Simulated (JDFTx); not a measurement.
Crystal: CdF2.

```
CELL_PARAMETERS angstrom
0.00000 2.69400 2.69400
2.69400 0.00000 2.69400
2.69400 2.69400 0.00000
ATOMIC_POSITIONS crystal
Cd 0.00000 0.00000 0.00000
F 0.75000 0.75000 0.75000
F 0.25000 0.25000 0.25000
```

Base run:

| Property | Result |
| --- | --- |
| Program | JDFTx 1.7.0 (patched build) |
| Functional | LDA |
| Potentials or basis | PseudoDojo-SR-LDA-0.4.1-standard with smoothed tails |
| Cutoff | 1388 eV |
| Density cutoff | 11102 eV |
| k mesh | 9 × 9 × 9 |
| Occupations | fermi-dirac, width 0.05 eV |
| Spin | no spin polarisation |

Its results: band gap on the k mesh 2.85 eV, indirect (least direct gap 3.29 eV); pressure -5.8 GPa.

Task: The run is repeated on the same cell with these changes: functional from LDA to PBEsol; potentials or basis from PseudoDojo-SR-LDA-0.4.1-standard with smoothed tails to PseudoDojo-SR-PBEsol-0.4.1-standard with smoothed tails. What comes out?

Result: Band gap on the k mesh 2.98 eV, indirect (least direct gap 3.44 eV); pressure -0.4 GPa.

Caveats: the empty levels aren't tightly converged; an odd mesh through Γ misses points on the zone boundary, where band edges often lie.
